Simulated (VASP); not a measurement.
# Al (Fm-3m) in VASP: further runs

The runs below take Al through single point, with PBE.

Everything below comes from runs of VASP 6.6.1. Logs are shortened: lines on timing, memory, paths and dates and some standing lists are left out, and cuts for length are marked.

## Step 1: The crystal as given

The structure is cubic, space group Fm-3m (No. 225). Conventional cell: a = 4.050 Å, b = 4.050 Å, c = 4.050 Å, α = 90.00°, β = 90.00°, γ = 90.00°. Al (site symmetry m-3m) is surrounded by 12 Al at 2.86 Å.

## Step 2: Single point, PBE

INCAR reads:

```
SYSTEM = Al
PREC = Accurate
ENCUT = 400
EDIFF = 1E-7
ISMEAR = -1
SIGMA = 0.15
LREAL = .False.
LASPH = .True.
NELM = 100
ALGO = Normal
ISIF = 2
LWAVE = .False.
LCHARG = .False.
GGA = PE
NBANDS = 8
ADDGRID = .False.
```

KPOINTS reads:

```
regular mesh
0
Gamma
  10 10 10
  0 0 0
```

POSCAR reads:

```
Al
1.0
   -0.0142710000      2.0302060000      1.9470980000
    2.0319350000     -0.0386130000      1.9714400000
    2.0296090000      2.0522230000     -0.0362870000
Al
1
Direct
    0.0259050000     -0.0062880000     -0.0081470000
```

Potentials or basis: VASP PAW PBE potentials, release 64 (Al).

The run is started by

```
$ cat potpaw_PBE.64/Al/POTCAR > POTCAR
$ mpirun -np 1 vasp_std > vasp.out
```

OUTCAR:

```text
SYSTEM = Al
   PREC = Accurate
   ENCUT = 400
   EDIFF = 1E-7
   ISMEAR = -1
   LREAL = .False.
   LASPH = .True.
   NELM = 100
   ISIF = 2
   GGA = PE

 Found    504 irreducible k-points:

 Following reciprocal coordinates:
            Coordinates               Weight
  0.000000  0.000000  0.000000      1.000000
  0.100000  0.000000 -0.000000      2.000000
  0.200000  0.000000 -0.000000      2.000000
  0.300000  0.000000 -0.000000      2.000000
  0.400000  0.000000 -0.000000      2.000000
  0.500000  0.000000 -0.000000      1.000000
   k-points           NKPTS =    504   k-points in BZ     NKDIM =    504   number of bands    NBANDS=      8
   number of dos      NEDOS =    301   number of ions     NIONS =      1
   total plane-waves  NPLWV =   6480
   dimension x,y,z NGX =    18 NGY =   18 NGZ =   20
   dimension x,y,z NGXF=    36 NGYF=   36 NGZF=   40
   ions per type =               1
   NGX,Y,Z   is equivalent  to a cutoff of  10.64, 10.57, 11.52 a.u.
   NGXF,Y,Z  is equivalent  to a cutoff of  21.28, 21.14, 23.04 a.u.
 SYSTEM =  Al
   PREC   = accura    normal or accurate (medium, high low for compatibility)
   ISTART =      0    job   : 0-new  1-cont  2-samecut
   ICHARG =      2    charge: 1-file 2-atom 10-const
   ISPIN  =      1    spin polarized calculation?
   LNONCOLLINEAR =      F non collinear calculations
   LSORBIT =      F    spin-orbit coupling
   LASPH  =      T    aspherical Exc in radial PAW
   ENCUT  =  400.0 eV  29.40 Ry    5.42 a.u.   4.59  4.62  4.71*2*pi/ulx,y,z
   NELM   =    100;   NELMIN=  2; NELMDL= -5     # of ELM steps
   EDIFF  = 0.1E-06   stopping-criterion for ELM
   LREAL  =      F    real-space projection
   EDIFFG = 0.1E-05   stopping-criterion for IOM
   NSW    =      0    number of steps for IOM
   IBRION =     -1    ionic relax: 0-MD 1-quasi-New 2-CG
   NFREE  =      0    steps in history (QN), initial steepest desc. (CG)
   ISIF   =      2    stress and relaxation
   ISYM   =      2    0-nonsym 1-usesym 2-fastsym
   POTIM  = 0.5000    time-step for ionic-motion
   TEBEG  =    0.0;   TEEND  =   0.0 temperature during run
   PSTRESS=    0.0 pullay stress
   NELECT =       3.0000    total number of electrons
   NUPDOWN=      -1.0000    fix difference up-down
   EMIN   =  10.00;   EMAX   =-10.00  energy-range for DOS
   EFERMI =   0.00;   METHOD = LEGACY
   ISMEAR =    -1;   SIGMA  =   0.15  broadening in eV -4-tet -1-fermi 0-gaus
   EFERMI_NEDOS =   21; number of points for ismear=-14 and -15
   IALGO  =     38    algorithm
   IMIX   =      4    mixing-type and parameters
     AMIX     =   0.40;   BMIX     =  1.00
     AMIX_MAG =   1.60;   BMIX_MAG =  1.00
  volume/ion in A,a.u.               =      16.60       112.04
  Fermi-wavevector in a.u.,A,eV,Ry     =   0.925526  1.748991 11.654732  0.856599
  Thomas-Fermi vector in A             =   2.051390
   LORBIT       =      0    0 simple, 1 ext, 2 COOP (PROOUT), +10 PAW based schemes
   GGA     = PE    functional components
   LHFCALC =     F    Hartree Fock is set to
   AEXX    =    0.0000 exact exchange contribution
   IVDW    =     0    specifies the selected vdW correction
   LEPSILON=     F    determine dielectric tensor
   LRPA    =     F    only Hartree local field effects (RPA)
 non-spin polarized calculation
  energy-cutoff  :      400.00
  volume of cell :       16.60
 maximum number of plane-waves:       311
   NGX =  9   NGY =  9   NGZ =  9

 number of electron       3.0000000 magnetization

 Free energy of the ion-electron system (eV)
  ---------------------------------------------------
  ext. energy  EPLUGINS =         0.00000000
  ---------------------------------------------------
  free energy    TOTEN  =        -3.75004397 eV

  energy without entropy =       -3.71500541  energy(sigma->0) =       -3.73252469

 E-fermi :   7.9989     XC(G=0): -10.1740

 val. band max:        7.9910668189   @ k =  -0.1000   0.5000   0.3000
 cond. band min:       8.0026876389   @ k =   0.5000  -0.4000   0.2000
 fundamental gap:      0.0116208199
 Fermi energy:         7.9989455551

 k-point     1 :       0.0000    0.0000    0.0000
  band No.  band energies     occupation
      1      -3.1566      2.00000
      2      20.0470      0.00000
      3      20.4274      0.00000
      4      21.1361      0.00000
      5      21.4465      0.00000
      6      21.8564      0.00000
      7      22.4952      0.00000
      8      24.5318      0.00000

 k-point     2 :       0.1000    0.0000   -0.0000
  band No.  band energies     occupation
      1      -2.8829      2.00000
      2      17.4240      0.00000
      3      19.3462      0.00000
      4      20.0243      0.00000
      5      22.5392      0.00000
      6      22.5854      0.00000
      7      23.5529      0.00000
      8      25.3103      0.00000

 k-point     3 :       0.2000    0.0000   -0.0000
  band No.  band energies     occupation
      1      -2.0649      2.00000
      2      13.4252      0.00000
      3      18.5683      0.00000
      4      19.2537      0.00000
      5      22.3039      0.00000
      6      22.8834      0.00000
      7      23.8653      0.00000
      8      25.1406      0.00000

 k-point     4 :       0.3000    0.0000   -0.0000
  band No.  band energies     occupation
      1      -0.7119      2.00000
      2       9.7095      0.00002
      3      18.1857      0.00000
      4      18.9220      0.00000
      5      21.1202      0.00000
      6      22.1401      0.00000
      7      22.1835      0.00000
      8      25.8356      0.00000

 k-point     5 :       0.4000    0.0000   -0.0000
  band No.  band energies     occupation
      1       1.1610      2.00000
      2       6.4016      1.99995
      3      18.2369      0.00000
      4      19.0410      0.00000
      5      19.7290      0.00000
      6      20.6975      0.00000
      7      22.3706      0.00000
      8      24.2520      0.00000

 k-point     6 :       0.5000    0.0000   -0.0000
  band No.  band energies     occupation
      1       3.4119      2.00000
      2       3.6703      2.00000
      3      18.6588      0.00000
      4      18.8231      0.00000
      5      19.5882      0.00000
      6      19.7240      0.00000
      7      23.0495      0.00000
      8      23.0982      0.00000

 [... further k-points ...]

------------------------ aborting loop because EDIFF is reached ----------------------------------------

  FORCE on cell =-STRESS in cart. coord.  units (eV):
  Direction    XX          YY          ZZ          XY          YZ          ZX
  --------------------------------------------------------------------------------------
  -------------------------------------------------------------------------------------
  Total       -0.0509578      0.0657795     -0.0880018     -0.0052540      0.1076703      0.0339078
  in kB       -4.9174688      6.3477725     -8.4922395     -0.5070177     10.3902662      3.2721295
  external PRESSURE =      -2.3539786 kB  Pullay stress =       0.0000000 kB

 VOLUME and BASIS-vectors are now :
 -----------------------------------------------------------------------------
  energy-cutoff  :      400.00
  volume of cell :       16.60
      direct lattice vectors                 reciprocal lattice vectors
    -0.014271000  2.030206000  1.947098000    -0.243600396  0.245440565  0.255882689
     2.031935000 -0.038613000  1.971440000     0.245113160 -0.237992671  0.249947439
     2.029609000  2.052223000 -0.036287000     0.245598817  0.239991210 -0.248434673

 POSITION                                       TOTAL-FORCE (eV/Angst)
 -----------------------------------------------------------------------------------
      4.03186      2.04973      1.97349         0.000000      0.000000      0.000000
 -----------------------------------------------------------------------------------
    total drift:                               -0.000001     -0.000004     -0.000001

  FREE ENERGIE OF THE ION-ELECTRON SYSTEM (eV)
  ---------------------------------------------------
  free  energy   TOTEN  =        -3.7500439732 eV

  energy  without entropy=       -3.7150054143  energy(sigma->0) =       -3.73252469
```

stdout:

```text
POSCAR found type information on POSCAR Al
 POSCAR found :  1 types and       1 ions
 scaLAPACK will be used
 LDA part: xc-table for (Slater+PW92), standard interpolation
 POSCAR, INCAR and KPOINTS ok, starting setup
 FFT: planning ... GRIDC
 FFT: planning ... GRID_SOFT
 FFT: planning ... GRID
 WAVECAR not read
 entering main loop
```

Run time: 16 s. Hardware: 1 thread of Intel Xeon 6975P-C (Granite Rapids), shared host; peak memory 0.14 GiB.

The run converged, but some of its settings lie outside the range that counts as converged, so its numbers aren't taken as properties of the crystal.

What came out:

| Item | Value |
| --- | --- |
| Free energy | -3.7500 eV |
| Pressure | -0.2 GPa |
| Band gap on the k mesh | none (metal or under the smearing width) |

## Step 3: Single point, PBE

INCAR, as its differences from that of step 2:

```diff
@@ -5,3 +5,3 @@
 ISMEAR = -1
-SIGMA = 0.15
+SIGMA = 0.4
 LREAL = .False.
```

KPOINTS is that of step 2.

POSCAR reads:

```
Al
1.0
    0.0000000000      2.0248050000      2.0248050000
    2.0248050000      0.0000000000      2.0248050000
    2.0248050000      2.0248050000      0.0000000000
Al
1
Direct
    0.0000000000      0.0000000000      0.0000000000
```

Potentials or basis: VASP PAW PBE potentials, release 64 (Al).

The run is started by

```
$ cat potpaw_PBE.64/Al/POTCAR > POTCAR
$ mpirun -np 1 vasp_std > vasp.out
```

It took 2.4 s on 1 thread of Intel Xeon 6975P-C (Granite Rapids), shared host; peak memory 0.11 GiB.

The run converged, but some of its settings lie outside the range that counts as converged, so its numbers aren't taken as properties of the crystal.

Results:

- Free energy: -3.8497 eV
- Pressure: 0.2 GPa
- Band gap on the k mesh: none (metal or under the smearing width)

## Step 4: The reference run

An earlier run on the cell as given: functional PBE; potentials or basis VASP PAW PBE potentials, release 64 (Al); cutoff 520 eV; k mesh 11 × 11 × 11; occupations fermi-dirac, width 0.05 eV; no spin polarisation.

- Pressure: -0.5 GPa
- Band gap on the k mesh: none (metal or under the smearing width)
